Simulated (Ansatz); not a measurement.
A run of Ansatz 0.2.0 is set up as follows.

File input.yaml:

```yaml
crystal:
  lattice:
    - [2.3059043427, 1.331314493, 1.6909537039]
    - [-2.3059043427, 1.331314493, 1.6909537039]
    - [0.0, -2.662628986, 1.6909537039]
  atoms:
    - { symbol: Te, position: [0.5, 0.5, 0.5] }
kpoints:
  mp_grid: { grid: [7, 7, 7] }
scf:
  occupations: { method: fermi_dirac, width: 0.05 }
hamiltonian:
  xc: pbesol
  pseudopotentials: { kind: all_electron, lapw: { basis_error: 0.001 } }
output:
  forces: true
  stress: true
elastic:
  mode: relaxed_ion
  stencil: two_point
```

Potentials or basis: all-electron LAPW, scalar-relativistic.

Run with:

```console
$ ansatz run input.yaml --threads 1 --pin off --max-ram 3072MiB --backend cpu --events-out ev --progress --plain --runs-dir out
```

**Question.** Estimate the Voigt bulk modulus.

**Answer.** 57 GPa.

**Question.** What does it give for the band gap on the k mesh?

**Answer.** None (metal or under the smearing width).

**Question.** Estimate the pressure.

**Answer.** -0.4 GPa.

Stress tensor (GPa, compression positive):
```
-0.65  0.00  0.00
 0.00 -0.65  0.00
 0.00  0.00 -0.02
```

Caveat: a metal's response needs a denser mesh; the elastic tensor has a negative eigenvalue, so either the cell is unstable as it stands or the mesh is too thin. The run has no spin-orbit coupling, so splittings on Te are missing.
